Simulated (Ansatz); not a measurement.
A Si vacancy in 4H-SiC, 95 atoms, charge +2

Computed with Ansatz 0.2.0, DFT, PBEsol, PAW, plane waves.

Command:

```sh
ansatz run in.yaml --threads 8 --pin off --max-ram 118750MiB --runs-dir r --events-out ev --progress --plain --backend cuda --devices 0,
```

The input less its lattice and atoms (starting moments on atoms near the defect: 2 μB in all):

```yaml
crystal:
  symmetry: { detect: false }
kpoints:
  mp_grid: { grid: [1, 1, 1], shift: [0.25, 0.25, 0.25] }
hamiltonian:
  xc: pbesol
total_charge: 2
magnetization:
  spin_polarized: true
scf:
  occupations: { method: fermi_dirac, width: 0.01 }
relax:
  f_tol: 0.03
  max_steps: 80
  escape_saddle: false
  adjacent_minimum: "off"
output:
  forces: true
  eigenvalues: true
  populations: true
  charged_corrections: { epsilon: 9.7 }
```

Start:

```
Si C
1.0
     9.23420    0.00000    0.00000
     0.00000   10.66274    0.00000
     0.00000    0.00000   10.07595
Si C
47 48
Direct
  0.99961 0.99962 0.49789
  0.33337 0.99948 0.49706
  0.16436 0.24854 0.50087
  0.00066 0.49982 0.50139
  0.66597 0.99813 0.49962
  0.50122 0.24905 0.49967
  0.16654 0.74601 0.49821
  0.83713 0.25030 0.50278
  0.66714 0.50076 0.50109
  0.49981 0.75192 0.49986
  0.82918 0.74945 0.50114
  0.00115 0.16631 0.25042
  0.33871 0.16271 0.24992
  0.16611 0.41804 0.24820
  0.00327 0.66727 0.24920
  0.66839 0.16532 0.25257
  0.49721 0.41777 0.24901
  0.33267 0.66748 0.25035
  0.16223 0.91443 0.25248
  0.83172 0.41798 0.24622
  0.66671 0.66931 0.25134
  0.49820 0.91892 0.25048
  0.83315 0.91824 0.25133
  0.16434 0.07985 0.75075
  0.00162 0.33248 0.75143
  0.49974 0.08327 0.74976
  0.33349 0.32967 0.74551
  0.16314 0.58475 0.74726
  0.99962 0.83577 0.74888
  0.83548 0.08395 0.75096
  0.66720 0.33414 0.74894
  0.49730 0.58378 0.75185
  0.33049 0.83410 0.74837
  0.82902 0.58365 0.74965
  0.66501 0.83225 0.74911
  0.99822 0.00050 0.00163
  0.33211 0.99871 0.99803
  0.16556 0.24827 0.00226
  0.99996 0.50168 0.00162
  0.66745 0.00041 0.00206
  0.50125 0.24960 0.00149
  0.33384 0.50311 0.00117
  0.17315 0.75094 0.99949
  0.83637 0.25109 0.00061
  0.66601 0.50088 0.00068
  0.49688 0.75477 0.00218
  0.83091 0.75261 0.00120
  0.99879 0.99859 0.18448
  0.32976 0.00042 0.18958
  0.16449 0.24906 0.18707
  0.99657 0.49773 0.18907
  0.66714 0.00130 0.19061
  0.49729 0.24768 0.18488
  0.33267 0.50530 0.18677
  0.17300 0.74952 0.18713
  0.83645 0.25015 0.18489
  0.66679 0.49913 0.18704
  0.50210 0.75060 0.18611
  0.83868 0.74982 0.18798
  0.00104 0.00010 0.68887
  0.33591 0.99859 0.68664
  0.16773 0.24976 0.68719
  0.00004 0.49975 0.68799
  0.66710 0.00006 0.68789
  0.49741 0.24891 0.68851
  0.33133 0.50113 0.68786
  0.16303 0.75061 0.68793
  0.83291 0.25061 0.68400
  0.66904 0.50286 0.68850
  0.49839 0.75220 0.68663
  0.83693 0.74971 0.68817
  0.99596 0.16511 0.44021
  0.33563 0.16861 0.43305
  0.16600 0.41346 0.43855
  0.99954 0.66725 0.44129
  0.67002 0.16586 0.43940
  0.50086 0.41837 0.43701
  0.33720 0.66876 0.44024
  0.16950 0.91797 0.43679
  0.83526 0.41772 0.43863
  0.66765 0.66590 0.43794
  0.50143 0.91363 0.43627
  0.83581 0.91916 0.44043
  0.16620 0.08555 0.93716
  0.99484 0.33318 0.93302
  0.49959 0.08281 0.93735
  0.33022 0.33270 0.93785
  0.16987 0.58360 0.93920
  0.00198 0.83208 0.93732
  0.83079 0.08403 0.94109
  0.66560 0.33504 0.93554
  0.49613 0.58334 0.93484
  0.33510 0.83503 0.94148
  0.83483 0.58432 0.93509
  0.66377 0.83328 0.93362
```

Steps:

```
 step  energy less the first (eV)  largest force component (eV/Å)
start                       0.000                           1.637
    1                      -1.474                           0.925
    2                      -1.836                           0.585
    3                      -1.987                           0.184
    4                      -2.001                           0.032
    5                      -2.002                           0.008
```

End:

```xyz
95
Lattice="9.2342 0.0000 0.0000 0.0000 10.6627 0.0000 0.0000 0.0000 10.0759" Properties=species:S:1:pos:R:3 pbc="T T T"
Si    9.2295   10.6506    5.0482
Si    3.0789   10.6503    5.0408
Si    1.5607    2.6386    5.0605
Si    9.2173    5.3806    5.0696
Si    6.1549   10.6603    5.0440
Si    4.5965    2.6481    5.0610
Si    1.5062    7.9853    5.0646
Si    7.6907    2.6632    5.0417
Si    6.1448    5.3697    5.0662
Si    4.6391    7.9887    5.0618
Si    7.6880    8.0139    5.0420
Si    0.0032    1.7799    2.5058
Si    3.0822    1.7733    2.5076
Si    1.5356    4.4454    2.4919
Si    9.2309    7.1163    2.5114
Si    6.1597    1.7799    2.5092
Si    4.6318    4.4377    2.5031
Si    3.0792    7.1167    2.5022
Si    1.5424    9.7756    2.5095
Si    7.6966    4.4430    2.5013
Si    6.1610    7.1132    2.5100
Si    4.6185    9.7756    2.5115
Si    7.6974    9.7813    2.5141
Si    1.5354    0.8769    7.5623
Si    9.2279    3.5528    7.5569
Si    4.6170    0.8772    7.5632
Si    3.0777    3.5164    7.5441
Si    1.5050    6.2397    7.5525
Si    9.2223    8.8944    7.5655
Si    7.6933    0.8907    7.5589
Si    6.1587    3.5530    7.5582
Si    4.6465    6.2420    7.5532
Si    3.0744    8.8896    7.5615
Si    7.6907    6.2346    7.5682
Si    6.1608    8.8960    7.5644
Si    9.2321    0.0030   10.0736
Si    3.0790    0.0034   10.0748
Si    1.5326    2.6619   10.0616
Si    9.2255    5.3310   10.0632
Si    6.1581    0.0042   10.0757
Si    4.6263    2.6603   10.0630
Si    3.0810    5.3341   10.0618
Si    1.5366    8.0090   10.0680
Si    7.6946    2.6633   10.0701
Si    6.1646    5.3304   10.0669
Si    4.6202    8.0100   10.0680
Si    7.6948    8.0041    0.0028
C     0.0015    0.0024    1.8850
C     3.0795   10.6622    1.8848
C     1.5468    2.6649    1.8779
C     0.0006    5.3423    1.8764
C     6.1573    0.0027    1.8871
C     4.6160    2.6615    1.8739
C     3.0839    5.3306    1.8995
C     1.5329    7.9983    1.8807
C     7.6979    2.6686    1.8830
C     6.1615    5.3399    1.8777
C     4.6245    7.9980    1.8808
C     7.6959    8.0032    1.8881
C     9.2300    0.0019    6.9256
C     3.0759   10.6601    6.9240
C     1.5333    2.6575    6.9313
C     9.2228    5.3355    6.9356
C     6.1551    0.0028    6.9223
C     4.6209    2.6557    6.9335
C     3.0759    5.3322    7.1588
C     1.5297    8.0049    6.9363
C     7.6932    2.6675    6.9211
C     6.1624    5.3349    6.9355
C     4.6194    8.0066    6.9346
C     7.6909    8.0032    6.9253
C     0.0061    1.7753    4.4018
C     3.0803    1.7669    4.4058
C     1.3645    4.3534    4.3552
C     9.2203    7.1231    4.4080
C     6.1591    1.7821    4.4035
C     4.7836    4.3505    4.3602
C     3.0702    7.2857    4.3606
C     1.5437    9.7701    4.4041
C     7.6976    4.4380    4.3991
C     6.1611    7.1180    4.4065
C     4.6169    9.7740    4.4065
C     7.6947    9.7867    4.4070
C     1.5385    0.8858    9.4495
C     9.2328    3.5561    9.4472
C     4.6173    0.8857    9.4498
C     3.0786    3.5563    9.4589
C     1.5399    6.2229    9.4640
C     9.2304    8.8901    9.4514
C     7.6949    0.8904    9.4487
C     6.1587    3.5564    9.4474
C     4.6201    6.2250    9.4632
C     3.0771    8.8890    9.4506
C     7.6956    6.2276    9.4511
C     6.1588    8.8916    9.4522
```

The run converged.

Time: 13 s of wall time on one NVIDIA GB300 with 8 processor threads, on a host shared with other runs; peak host memory 1.9 GiB.

Question: How much energy did the relaxation gain, and which atom moved most?

Answer: 2.00 eV in 5 steps, from a start with small random displacements; atom 66 (C) moved 0.23 Å, the median atom 0.03 Å (drift of the whole cell removed).

The moment started at 2 μB and ended at 0.0 μB; no other spin state is shown. The program warned that the state may not be the lowest. The one k point has no symmetry partners, which can distort the end along one axis.
